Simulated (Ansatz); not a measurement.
Input and command of a calculation in Ansatz (plane waves; scalar-relativistic PAW potentials unless the input names others):

```yaml
crystal:
  lattice:
    - [2.5068463377, 0.0, 0.0]
    - [-1.2534231689, 2.1709926118, 0.0]
    - [0.0, 0.0, 29.9393240022]
  atoms:
    - { symbol: C, position: [0.3333333333, 0.6666666667, 0.2549851056] }
    - { symbol: C, position: [0.0, 0.0, 0.2637521354] }
    - { symbol: C, position: [0.0, 0.0, 0.3196019618] }
    - { symbol: C, position: [0.6666666667, 0.3333333333, 0.3358379501] }
    - { symbol: C, position: [0.6666666667, 0.3333333333, 0.38768161] }
    - { symbol: C, position: [0.3333333333, 0.6666666667, 0.4048501005] }
    - { symbol: C, position: [0.3333333333, 0.6666666667, 0.4570798384] }
    - { symbol: C, position: [0.6666666667, 0.3333333333, 0.4743340918] }
    - { symbol: C, position: [0.6666666667, 0.3333333333, 0.5256650675] }
    - { symbol: C, position: [0.0, 0.0, 0.5429194928] }
    - { symbol: C, position: [0.0, 0.0, 0.5951503097] }
    - { symbol: C, position: [0.6666666667, 0.3333333333, 0.6123189392] }
    - { symbol: C, position: [0.6666666667, 0.3333333333, 0.6641622069] }
    - { symbol: C, position: [0.3333333333, 0.6666666667, 0.6803982247] }
    - { symbol: C, position: [0.3333333333, 0.6666666667, 0.7362479656] }
    - { symbol: C, position: [0.0, 0.0, 0.745015] }
basis:
  ecutwfc: 420
kpoints:
  mp_grid: { grid: [12, 12, 1] }
hamiltonian:
  xc: pbe96
scf:
  occupations: { method: gaussian, width: 0.05 }
  max_iter: 75
output:
  forces: true
  eigenvalues: true
efield:
  axis: 3
  dipole_correction: true
  ramp_width: 0.04
```

```bash
ansatz run input.yaml --threads 2 --pin off --max-ram 5120MiB --backend cpu --events-out ev --progress --plain --runs-dir out
```

Q: What will the program do with this input?

A: The program refuses it, because of an unknown functional (hamiltonian.xc: "pbesol" → "pbe96"). With the sound run's settings it is accepted.

Abridged log:
```
Error: YAML parse error: error: line 28 column 7: hamiltonian.xc: unknown variant `pbe96`, expected one of `lda`, `lda-pw`, `pw92`, `pbe`, `pbesol`, `rpbe`, `revpbe`, `blyp`, `pbe0`, `revpbe0`, `b3lyp`, `b3lyp5`, `hse06`, `wpbeh`, `hiss`, `lc_wpbe`, `cam_b3lyp`, `hf`, `r2scan`, `r2scanh`, `r2scan0`, `r2scan50`, `mr2scan`
  --> <input>:28:7
   |
26 |   mp_grid: { grid: [12, 12, 1] }
27 | hamiltonian:
28 |   xc: pbe96
   |       ^ hamiltonian.xc: unknown variant `pbe96`, expected one of `lda`, `lda-pw`, `pw92`, `pbe`, `pbesol`, `rpbe`, `revpbe`, `blyp`, `pbe0`, `revpbe0`, `b3lyp`, `b3lyp5`, `hse06`, `wpbeh`, `hiss`, `lc_wpbe`, `cam_b3lyp`, `hf`, `r2scan`, `r2scanh`, `r2scan0`, `r2scan50`, `mr2scan`
29 | scf:
30 |   occupations: { method: gaussian, width: 0.05 }
   |
```